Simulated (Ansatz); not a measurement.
The system is MoS2.

```xyz
3
Lattice="1.5800 0.9122 6.1500 -1.5800 0.9122 6.1500 0.0000 -1.8244 6.1500" Properties=species:S:1:pos:R:3 pbc="T T T"
Mo    0.0000    0.0000    0.0000
S     0.0000    0.0000    7.6936
S     0.0000    0.0000    4.6125
```

Measurements of this composition are mostly on another form, of space group No. 194.

Base run:

* Program: Ansatz 0.2.0
* Functional: PBEsol
* Potentials or basis: Ansatz PAW
* Cutoff: 420 eV (not typed: the program's choice for these potentials)
* k mesh: 10 × 10 × 10
* Occupations: fermi-dirac, width 0.05 eV
* Spin: no spin polarisation

Its results: band gap on the k mesh 0.91 eV, indirect (least direct gap 1.96 eV); pressure 0.3 GPa; largest force 0.259 eV/Å.

Problem. The run is repeated on the same cell with these changes: functional from PBEsol to r2SCAN; cutoff from 420 eV (not typed: the program's choice for these potentials) to 500 eV (not typed: the program's choice for these potentials). What comes out?

Solution. Band gap on the k mesh 1.06 eV, indirect (least direct gap 2.07 eV); pressure 4.2 GPa; largest force 0.363 eV/Å.

r2SCAN gives the wider gap, since meta-GGAs in the generalised Kohn-Sham scheme recover part of the derivative discontinuity.

Caveats: the PAW data sets come from PBE, with cores solved anew for the run's functional, which leaves a small shift of forces and pressure; the k mesh misses the band edges, so the gap on the mesh is wider than the one along the path (some runs).
